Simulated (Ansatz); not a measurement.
System: zinc-blende ZnTe. Method: PBEsol+SOC (PAW; Ansatz, an electronic-structure program).

Run with plane-wave cutoff 520 eV, 10×10×10 k mesh, Fermi–Dirac smearing 0.01 eV, PAW data made under PBE.

Energies at three volumes about the minimum:

```
V (Å³/atom)  E − E_lowest (meV/atom)
-----------  -----------------------
27.370                          1.80
27.929                          0.00
28.487                          1.68
```

### Question
Fit a parabola by hand: where is the minimum, what lattice constant follows, and what is the bulk modulus?

### Answer
Slopes: (0.00 − 1.80)/(27.929 − 27.370) = -3.220 and (1.68 − 0.00)/(28.487 − 27.929) = 3.011 meV/Å³. Curvature E″ = 2 × (3.011 − (-3.220))/(28.487 − 27.370) = 11.157 meV/Å⁶. From the middle of the first interval, the slope vanishes at V0 = 27.6495 − (-3.220)/11.157 = 27.938 Å³/atom. B = V0 E″ = 27.938 × 11.157 meV/Å³ × 0.1602 GPa per meV/Å³ = 49.9 GPa. With 8 atoms in the cube, a = (8 × 27.938)^(1/3) = 6.069 Å. The full Birch–Murnaghan fit to all volumes gives V0 = 27.928 Å³/atom and B0 = 49.9 GPa.

Measured, for comparison: bulk modulus 51 ± 3 GPa (room temperature, not corrected to a static lattice; as tabulated in Determination of phase transition pressures of ZnTe under quasihydrostatic …); lattice constant a 6.104 Å (room temperature, not corrected to a static lattice, our sources range from 6.089 to 6.104; as tabulated in Albrecht et al. (1997), arXiv:cond-mat/9706128). Computed (rounded) less measured: bulk modulus -2 % (inside the measured uncertainty).
